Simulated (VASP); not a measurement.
A run of VASP 6.6.1 is set up as follows.

The input INCAR:

```
SYSTEM = ZnO
PREC = Accurate
ENCUT = 600
EDIFF = 1E-7
ISMEAR = 0
SIGMA = 0.03
LREAL = .False.
LASPH = .True.
NELM = 80
ALGO = Normal
ISIF = 4
LWAVE = .False.
LCHARG = .False.
METAGGA = R2SCAN
LMIXTAU = .True.
IBRION = 2
NSW = 40
EDIFFG = -0.01
```

KPOINTS

```
regular mesh
0
Gamma
  9 9 5
  0 0 0
```

File POSCAR:

```
ZnO                                     
1.0
    3.3044000542      0.0000000000      0.0000000000
   -1.6522000271      2.8616943911      0.0000000000
   -0.0000000000     -0.0000000000      5.3198230179
  Zn              O             
     2     2
Direct
     0.3333333332999970    0.6666666667000030    0.4997042150177862
     0.6666666667000030    0.3333333332999970    0.9997042150177862
     0.6666666667000030    0.3333333332999970    0.3793057849822148
     0.3333333332999970    0.6666666667000030    0.8793057849822148
```

Potentials or basis: VASP PAW PBE potentials, release 64 (Zn, O).

Command:

```bash
$ cat potpaw_PBE.64/Zn/POTCAR potpaw_PBE.64/O/POTCAR > POTCAR
$ mpirun -np 1 vasp_std > vasp.out
```

Question: Predict the band gap on the k mesh.

Answer: 1.14 eV, direct.

Stress tensor (GPa, compression positive):
```
-7.66  0.00  0.00
 0.00 -7.66  0.00
 0.00  0.00 -7.48
```

Caveat: the relaxation stopped at its first step, so nothing moved; the PAW data sets were made with another functional, which shifts forces and pressure a little.
